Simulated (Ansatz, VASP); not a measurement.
One calculation of Eu, two programs

```
CELL_PARAMETERS angstrom
-2.48083 2.48083 2.48083
2.48083 -2.48083 2.48083
2.48083 2.48083 -2.48083
ATOMIC_POSITIONS crystal
Eu 0.00000 0.00000 0.00000
```

Change from the starting cell: volume scaled by 1.25, PAW files.

Alike in both runs: task single point; functional PBE; k mesh 10 × 10 × 10; occupations fermi-dirac, width 0.05 eV; collinear spin.

```csv
,VASP,Ansatz
version,VASP 6.6.1,Ansatz 0.2.0
potentials or method,"VASP PAW PBE potentials, release 64 (Eu)","PAW with Ansatz's default frozen-core files, scalar-relativistic"
plane-wave cutoff (eV),520,420
valence electrons in the cell,17,17
```

|  | VASP | Ansatz | Ansatz less VASP |
| --- | --- | --- | --- |
| pressure (GPa) | -3.0 | -2.8 | +0.27 |
| net moment per atom (μB) | 7.36 | 7.36 | +0.003 |
| size of the moment on the site where the two differ most (μB) | 6.73 | 7.14 | +0.411 |

Site moments also hang on the region over which each program counts them.

 The state reached can hang on the start; a lower one may exist.
